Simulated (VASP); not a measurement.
Write the native input for VASP 6.6.1 that does the following.

```yaml
Task: relaxation of cell and atoms
Functional: PBE
Potentials_or_basis: VASP PAW PBE potentials, release 64 (Ti_sv, N)
Cutoff: 520 eV
k_mesh: 2 × 2 × 2
Occupations: gaussian, width 0.02 eV
Spin: no spin polarisation
Further_INCAR_settings: ALGO = Normal; EDIFF = 1e-07; IBRION = 2; EDIFFG = -0.002; NSW = 80; ISIF = 3
```

The structure of TiN lies in POSCAR:

```
TiN
1.0
    0.0000000000      2.1190000000      2.1190000000
    2.1190000000      0.0000000000      2.1190000000
    2.1190000000      2.1190000000      0.0000000000
Ti N
1 1
Direct
    0.0000000000      0.0000000000      0.0000000000
    0.5000000000      0.5000000000      0.5000000000
```

One way to write it, as run:

INCAR

```
SYSTEM = TiN
ALGO = Normal
EDIFF = 1E-7
EDIFFG = -0.002
ENCUT = 520
GGA = PE
IBRION = 2
ISIF = 3
ISMEAR = 0
LASPH = .TRUE.
LCHARG = .FALSE.
LREAL = .FALSE.
LWAVE = .FALSE.
NELM = 100
NSW = 80
PREC = Accurate
SIGMA = 0.02
```

KPOINTS

```
k-points
0
G
  2 2 2
  0 0 0
```

Potentials or basis: VASP PAW PBE potentials, release 64 (Ti_sv, N).

Run with:

```bash
$ cat potpaw_PBE.64/Ti_sv/POTCAR potpaw_PBE.64/N/POTCAR > POTCAR
$ mpirun -np 1 vasp_std > vasp.out
```

It gave:

```yaml
Relaxed_volume: 9.76 Å³/atom
Relaxed_cell: a = 3.023 Å, b = 3.023 Å, c = 3.023 Å, α = 60.00°, β = 60.00°, γ = 60.00°
Space_group_after_relaxing_to_0.05_Å: Fm-3m (No. 225)
Energy_gained_by_relaxing: 5.7 meV/atom
Ionic_steps: 17
Pressure_after_relaxing: 0.0 GPa
Band_gap_on_the_k_mesh: none (metal or under the smearing width)
```

Caveat: the k mesh is coarse (spacing up to 1.28 Å⁻¹), so the values aren't converged.

Run time: 27 s on 1 thread of Intel(R) Xeon(R) Platinum 8488C (Sapphire Rapids), with other jobs on the host, peak memory 0.14 GiB.
